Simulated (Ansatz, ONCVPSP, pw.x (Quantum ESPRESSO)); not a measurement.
pw.x on fcc Ga: one setting changed

Potential: optimised norm-conserving Vanderbilt (ONCV), ONCVPSP 4.0.1.1 (patched build), LDA (Perdew-Wang 92); core [Ar] 3d10, reference 4s2 4p1; waves: 4s: rc 2.10 bohr, ncon 4, nbas 7, qcut 3.7 1/bohr, 3 projectors, debl 0.2 Ha; 4p: rc 2.15 bohr, ncon 4, nbas 8, qcut 4.4 1/bohr, 2 projectors, debl 2 Ha; d scattering state at 0.05 Ha: rc 2.05 bohr, ncon 4, nbas 7, qcut 5.3 1/bohr, 2 projectors, debl 4 Ha; local part: polynomial inside 1.65 bohr (lpopt 5, dvloc0 -1 Ha); core correction: polynomial model core, fcfact 0.75. In the s channel the program set the typed energies aside and used -0.337, 0.250, 0.450 Ha.

The reference run (k-mesh 14³, cutoffs 50/200 Ry, Fermi–Dirac 0.01 Ry, mixing_beta 0.4, conv_thr 1e-9, no spin) gives -0.77 GPa at 17.150 Å³/atom, where all-electron LAPW gives -0.02 GPa. This run, with its own iteration cap, changes smearing to gauss.

```
&control
  calculation='scf', prefix='x', pseudo_dir='./', outdir='./tmp', tstress=.true., disk_io='none'
/
&system
  ibrav=0, nat=1, ntyp=1, ecutwfc=50, ecutrho=200, nbnd=8,
  occupations='smearing', smearing='gauss', degauss=0.01
/
&electrons
  conv_thr=1e-09, mixing_beta=0.4, electron_maxstep=50
/
ATOMIC_SPECIES
Ga 1.0 Ga.UPF
CELL_PARAMETERS angstrom
  0.00000000 2.04681242 2.04681242
  2.04681242 0.00000000 2.04681242
  2.04681242 2.04681242 0.00000000
ATOMIC_POSITIONS crystal
Ga 0.0000 0.0000 0.0000
K_POINTS automatic
14 14 14 0 0 0
```

```bash
pw.x < Ga.scf.in > Ga.scf.out
```

How does the run end?

It converges in 6 iterations; the free energy moves by +8.3 meV/atom and the pressure by -0.14 GPa. Gaussian smearing of the same width is narrower in effect than Fermi–Dirac, so its quadratic term in F is smaller.

```
Message from routine setup:
     using ibrav=0 with symmetry is DISCOURAGED, use correct ibrav instead
     lattice parameter (alat)  =       5.4701  a.u.
     unit-cell volume          =     115.7339 (a.u.)^3
     number of electrons       =         3.00
     number of Kohn-Sham states=            8
     kinetic-energy cutoff     =      50.0000  Ry
     charge density cutoff     =     200.0000  Ry
     scf convergence threshold =      1.0E-09
     Exchange-correlation= SLA  PW   NOGX NOGC
     number of k points=   104  Gaussian smearing, width (Ry)=  0.0100
     iteration #  1     ecut=    50.00 Ry     beta= 0.40
     total energy              =      -8.82268985 Ry
     estimated scf accuracy    <       0.00287111 Ry
     iteration #  2     ecut=    50.00 Ry     beta= 0.40
     total energy              =      -8.82229175 Ry
     estimated scf accuracy    <       0.00087398 Ry
     iteration #  3     ecut=    50.00 Ry     beta= 0.40
     total energy              =      -8.82235767 Ry
     estimated scf accuracy    <       0.00000199 Ry
     iteration #  4     ecut=    50.00 Ry     beta= 0.40
     c_bands:  1 eigenvalues not converged
     c_bands:  1 eigenvalues not converged
     c_bands:  1 eigenvalues not converged
     c_bands:  1 eigenvalues not converged
     c_bands:  1 eigenvalues not converged
     c_bands:  1 eigenvalues not converged
     [... 1 repeated lines left out ...]
     total energy              =      -8.82236567 Ry
     estimated scf accuracy    <       0.00000003 Ry
     iteration #  5     ecut=    50.00 Ry     beta= 0.40
     total energy              =      -8.82236569 Ry
     estimated scf accuracy    <          2.4E-09 Ry
     iteration #  6     ecut=    50.00 Ry     beta= 0.40
     the Fermi energy is     6.5180 ev
!    total energy              =      -8.82236569 Ry
     estimated scf accuracy    <          1.4E-10 Ry
     smearing contrib. (-TS)   =      -0.00014793 Ry
     The total energy is F=E-TS. E is the sum of the following terms:
     one-electron contribution =       2.81007430 Ry
     hartree contribution      =       0.01568325 Ry
     xc contribution           =      -6.31386637 Ry
     ewald contribution        =      -5.33410894 Ry
     convergence has been achieved in   6 iterations
          total   stress  (Ry/bohr**3)                   (kbar)     P=       -9.14
     Message from routine punch:
     Nothing written, as per user request (disk_io='none')
```

The run took about 6 s on one core of a shared host (Neoverse-V2, 96 threads, 371 GiB, load 54).
